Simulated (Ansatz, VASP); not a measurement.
One calculation of GaAs, two programs

```
Ga As
1.0
     0.00000    2.82898    2.82898
     2.82898    0.00000    2.82898
     2.82898    2.82898    0.00000
Ga As
1 1
Direct
  0.00000 0.00000 0.00000
  0.25000 0.25000 0.25000
```

Alike in both runs: functional PBEsol; k mesh 10 × 10 × 10; occupations gaussian, width 0.01 eV; no spin polarisation.

Ansatz relaxed the structure, and its values are those at the end. VASP's run is a single point on that final structure, the one shown.

```csv
,VASP,Ansatz
version,VASP 6.6.1,Ansatz 0.2.0
potentials or method,"VASP PAW PBE potentials, release 64 (Ga_d, As)","scalar-relativistic, plane waves, PAW"
plane-wave cutoff (eV),520,420
valence electrons in the cell,18,28
```

|  | VASP | Ansatz | Ansatz less VASP |
| --- | --- | --- | --- |
| gap on the k mesh at the Fermi level (eV) | 0.44 | 0.43 | -0.014 |
| least direct gap on the mesh (eV) | 0.44 | 0.43 | -0.014 |
| pressure (GPa) | 0.2 | 0.0 | -0.16 |

With one functional, cell and mesh, what is left measures potentials, basis and numerics. The two sets of potentials don't hold the same shells in valence.

Caveats: the PAW data sets were made with another functional, which shifts forces and pressure a little (VASP).
